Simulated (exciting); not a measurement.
Sb:

```
CELL_PARAMETERS angstrom
-1.87134 1.87134 1.87134
1.87134 -1.87134 1.87134
1.87134 1.87134 -1.87134
ATOMIC_POSITIONS crystal
Sb 0.00000 0.00000 0.00000
```

This isn't the form of Sb at room conditions, which is rhombohedral.

* Program: exciting (release sodium)
* Task: single point
* Functional: PBEsol
* Potentials or basis: all-electron LAPW+lo, shipped species files, valence relativity iora*
* rgkmax: 9
* k mesh: 10 × 10 × 10
* Occupations: fermi-dirac, width 0.05 eV
* Spin: no spin polarisation
* gmaxvr (cutoff of density and potential): 14 1/bohr
* lmaxapw (and lmaxmat): 10
* lmaxvr: 8
* nempty: 8
* Valence relativity: iora*
* epsengy: 1e-05 Ha
* epspot: 1e-05 Ha
* maxscl: 60
* Muffin-tin radii: Sb 2.3 bohr

On this cell: band gap on the k mesh none (metal or under the smearing width).

The same run follows on a disturbed copy (cell strained at random at fixed volume):

```
Sb
1.0
    -1.91168    1.89860    1.91097
     1.86645   -1.92422    1.89137
     1.82583    1.83838   -1.93660
Sb
1
Direct
  0.00668 0.00212 0.01774
```

Problem. What changes?

Solution. The energy (extrapolated to zero smearing) moves by +2.3 meV/atom; band gap on the k mesh none (metal or under the smearing width).

Caveats: the free energy is that total less TS from the occupations.
